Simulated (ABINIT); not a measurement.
A calculation with ABINIT 10.8.3 (patched build) of PbS (ASE script, structure from a POSCAR):

run.py

```python
import json, os
import numpy as np
from ase.units import GPa
from ase.calculators.abinit import Abinit, AbinitProfile
from ase.io import read

atoms = read('POSCAR')

profile = AbinitProfile(command='abinit', pp_paths=[os.path.abspath('pseudos')])
params = dict(
    pps='pawxml', xc='PBE',
    chksymtnons=0,
    tolsym=1e-06,
    ecut=598.6505,
    pawecutdg=1197.301,
    kptopt=1,
    ngkpt=[7, 7, 6],
    nshiftk=1,
    shiftk=[0.0, 0.0, 0.0],
    ixc=11,
    nband=24,
    occopt=3,
    tsmear=0.05,
    nstep=100,
    tolvrs=1e-09,
    prtwf=0,
    prtden=0,
)

atoms.calc = Abinit(profile=profile, directory='run', **params)
energy = atoms.get_potential_energy()
forces = atoms.get_forces()
stress = atoms.get_stress()
print(f'energy {energy:.6f} eV')
print('forces (eV/A)')
print(np.round(forces, 5))
print('stress (GPa, Voigt, tension positive)', np.round(stress / GPa, 4))
json.dump(dict(energy=energy, forces=forces.tolist(), stress=stress.tolist(), cell=atoms.cell.tolist(), frac=atoms.get_scaled_positions(wrap=False).tolist()), open('results.json', 'w'))
```

File POSCAR:

```
PbS
1.0
    2.0799526950     -5.9912968650      0.0000000000
    2.0799526950      5.9912968650      0.0000000000
    0.0000000000      0.0000000000      4.2793209400
Pb S
2 2
Direct
    0.1305633500      0.8694366500      0.2500000000
    0.8694366500      0.1305633500      0.7500000000
    0.3547970900      0.6452029100      0.2500000000
    0.6452029100      0.3547970900      0.7500000000
```

Potentials or basis: JTH PAW PBE v2.0.

The run is started by

```bash
$ python run.py
```

Measurements of this composition are mostly on another form, of space group No. 225.

Q: Write the same calculation in another form: native input, structure from a POSCAR.

A: As run:

run.abi

```
# Pseudopotentials
pp_dirpath "./"
pseudos "Pb.GGA_PBE-JTH.xml, S.GGA_PBE-JTH.xml"

# Structure
structure "poscar:POSCAR"
natom 4
chkprim 0
chksymtnons 0
tolsym 1.0e-6

# Plane-wave basis
ecut 22.0
pawecutdg 44.0

# k points
kptopt 1
ngkpt 7 7 6
nshiftk 1
shiftk 0.0 0.0 0.0

# Exchange and correlation
ixc 11

# Bands and occupations
nband 24
occopt 3
tsmear 0.05 eV

# SCF cycle
nstep 100
tolvrs 1.0e-9

# Output
iomode 3
prtwf 0
prtden 0
prteig 0
prtebands 0
enunit 2
```

Contents of POSCAR:

```
PbS
1.0
    2.0799526950     -5.9912968650      0.0000000000
    2.0799526950      5.9912968650      0.0000000000
    0.0000000000      0.0000000000      4.2793209400
Pb S
2 2
Direct
    0.1305633500      0.8694366500      0.2500000000  Pb
    0.8694366500      0.1305633500      0.7500000000  Pb
    0.3547970900      0.6452029100      0.2500000000  S
    0.6452029100      0.3547970900      0.7500000000  S
```

Potentials or basis: JTH PAW PBE v2.0.

The run is started by

```sh
$ abinit run.abi > log 2>&1
```

Both were run:

|  | ASE script, structure from a POSCAR | native input, structure from a POSCAR |
| --- | --- | --- |
| Pressure | 1.1 GPa | 1.1 GPa |
| Largest force | 0.114 eV/Å | 0.114 eV/Å |
| Band gap on the k mesh | 1.25 eV, indirect (least direct gap 1.42 eV) | 1.25 eV, indirect (least direct gap 1.42 eV) |
| Valence electrons inside the program's atomic spheres | Pb 11.32; S 3.53 | Pb 11.32; S 3.53 |

Keys that steer only the numerical path or the files written may differ.

Caveat: spin-orbit coupling is left out, which as a rule narrows the gap of such compounds by several tenths of an eV; an odd mesh through Γ misses points on the zone boundary, where band edges often lie.
